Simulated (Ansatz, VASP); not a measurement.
**Ge in VASP and in Ansatz**

INCAR

```
PREC = Accurate
ENCUT = 520
EDIFF = 1E-7
ISMEAR = -1
SIGMA = 0.1
LREAL = F
LASPH = T
NELM = 100
ALGO = Normal
ISIF = 2
LWAVE = F
LCHARG = F
GGA = RE
NBANDS = 21
```

The input KPOINTS:

```
Automatic mesh
0
Gamma
  13 13 8
```

The input POSCAR:

```
Ge
1.0
    3.2043800248      0.0000000000      0.0000000000
   -1.6021900124      2.7750745048      0.0000000000
    0.0000000000      0.0000000000      4.9638358817
Ge
2
Direct
    0.3333333333      0.6666666667      0.2500000000
    0.6666666667      0.3333333333      0.7500000000
```

Input for Ansatz:

```yaml
crystal:
  lattice:
    - [3.2043800248, 0.0, 0.0]
    - [-1.6021900124, 2.7750745048, 0.0]
    - [0.0, 0.0, 4.9638358817]
  atoms:
    - { symbol: Ge, position: [0.3333333333, 0.6666666667, 0.25] }
    - { symbol: Ge, position: [0.6666666667, 0.3333333333, 0.75] }
hamiltonian:
  xc: revpbe
  pseudopotentials:
    kind: paw
    azcp:
      Ge: "pseudopotentials/Ge.paw.azcp"
basis:
  ecutwfc: 420
  fft_grid_basis: typed
kpoints:
  mp_grid: { grid: [13, 13, 8], shift: [0, 0, 0] }
magnetization:
  spin_polarized: false
scf:
  occupations: { method: fermi_dirac, width: 0.1 }
  lower_state_search: "off"
output:
  stress: true
```

Alike in both runs: task single point; functional revPBE; k mesh 13 × 13 × 8; occupations fermi-dirac, width 0.1 eV; no spin polarisation.

|  | VASP | Ansatz |
| --- | --- | --- |
| version | VASP 6.6.1 | Ansatz 0.2.0 |
| potentials or method | VASP PAW PBE potentials, release 64 (Ge_d) | plane waves (420 eV) with PAW, scalar-relativistic |
| plane-wave cutoff (eV) | 520 | 420 |
| valence electrons in the cell | 28 | 28 |

Ansatz gave:

```
pressure (GPa)                                  : -4.9
largest component of the traceless stress (GPa) : 0.97
```

What did VASP give for the same quantities?

Pressure (GPa): -4.9; largest component of the traceless stress (GPa): 0.98.

With one functional, cell and mesh, what is left measures potentials, basis and numerics.

Caveats: the PAW data sets were made with another functional, which shifts forces and pressure a little (VASP).
